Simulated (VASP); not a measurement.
**Mo: relaxation of cell and atoms with rev-vdW-DF2**

Crystal: Mo.

```
CELL_PARAMETERS angstrom
-1.58381 1.58381 1.58381
1.58381 -1.58381 1.58381
1.58381 1.58381 -1.58381
ATOMIC_POSITIONS crystal
Mo 0.00000 0.00000 0.00000
```

```
Program                : VASP 6.6.1
Task                   : relaxation of cell and atoms
Functional             : rev-vdW-DF2
Potentials or basis    : VASP PAW PBE potentials, release 64 (Mo_sv)
Cutoff                 : 600 eV
k mesh                 : 12 × 12 × 12
Occupations            : fermi-dirac, width 0.05 eV
Spin                   : no spin polarisation
Further INCAR settings : ALGO = Fast; EDIFF = 1e-07; IBRION = 2; EDIFFG = -0.01; NSW = 40; ISIF = 3
```

| Quantity | Value |
| --- | --- |
| Relaxed volume | 15.60 Å³/atom |
| Relaxed cell | a = 2.726 Å, b = 2.726 Å, c = 2.726 Å, α = 109.47°, β = 109.47°, γ = 109.47° |
| Space group after relaxing (to 0.05 Å) | Im-3m (No. 229) |
| Energy gained by relaxing | 4.6 meV/atom |
| Ionic steps | 3 |
| Pressure after relaxing | -0.1 GPa |
| Band gap on the k mesh | none (metal or under the smearing width) |

Step by step:
```tsv
step	energy change (eV)	largest force (eV/Å)	pressure (GPa)	volume (Å³)
1	0.0000	0.0000	-4.91	15.89
2	0.0334	0.0000	16.09	14.80
3	-0.0046	0.0000	-0.09	15.60
```

Final structure:
```
Mo
1.0
    -1.57408    1.57408    1.57408
     1.57408   -1.57408    1.57408
     1.57408    1.57408   -1.57408
Mo
1
Cartesian
  0.0000 0.0000 0.0000
```

Levels at points of the mesh, in eV from the Fermi level:
| k point | band 4 | band 5 | band 6 | band 7 | band 8 | band 9 | band 10 | band 11 |
| --- | --- | --- | --- | --- | --- | --- | --- | --- |
| (0.00, 0.00, 0.00) | -34.47 | -7.17 | -1.33 | -1.33 | -1.33 | 1.70 | 1.70 | 14.93 |
| (0.50, 0.00, 0.00) | -34.48 | -5.28 | -3.37 | 1.73 | 1.73 | 2.36 | 4.79 | 12.07 |
| (0.50, 0.50, 0.50) | -35.44 | -5.40 | -5.40 | 4.03 | 4.03 | 4.03 | 9.15 | 9.15 |

It took 86 s on 1 thread of AMD EPYC 7R13 Processor (Zen 3), with other jobs on the host, peak memory 0.25 GiB.

Caveat: the PAW data sets were made with another functional, which shifts forces and pressure a little.
